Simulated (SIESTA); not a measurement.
Runs of SIESTA 5.4.2 on In. It takes space group I4/mmm (No. 139, tetragonal). The conventional cell has a = 3.251 Å, b = 3.251 Å, c = 4.947 Å, α = 90.00°, β = 90.00°, γ = 90.00°. Around In (site symmetry 4/mmm) lie 12 In at 3.25 to 3.38 Å. 

```csv
level,gap on the mesh (eV),pressure (GPa)
VV10,none,3.4
vdW-DF-C09,none,(a)
vdW-DF-cx,none,0.4
vdW-DF2,none,(b)
vdW-DF,none,6.1
optB88-vdW,none,3.0
```

Alike in all rows: task single point; potentials or basis PseudoDojo 0.4 standard (PBE files), DZP (energy shift 0.003 Ry; two zetas on semicore shells); no spin polarisation; cell as given; k mesh 11 × 11 × 11; smearing fermi-dirac 0.05 eV; grid cutoff 500 Ry; energy shift 0.003 Ry.

Q: Estimate the missing entries.

A: (a) 0.0; (b) 9.3.

Caveats: the potentials were made for another functional, which shifts forces and pressure; the basis of atomic orbitals isn't converged, which shifts pressures, moduli and gaps; the non-local part is tabulated coarsely and may be off by about a percent (some runs).

A k mesh can miss the band edges, and the runs leave out spin-orbit coupling on In.

A gap of «none» marks a metal or a gap under the smearing width.

Runs at the PBE level aren't shown here.
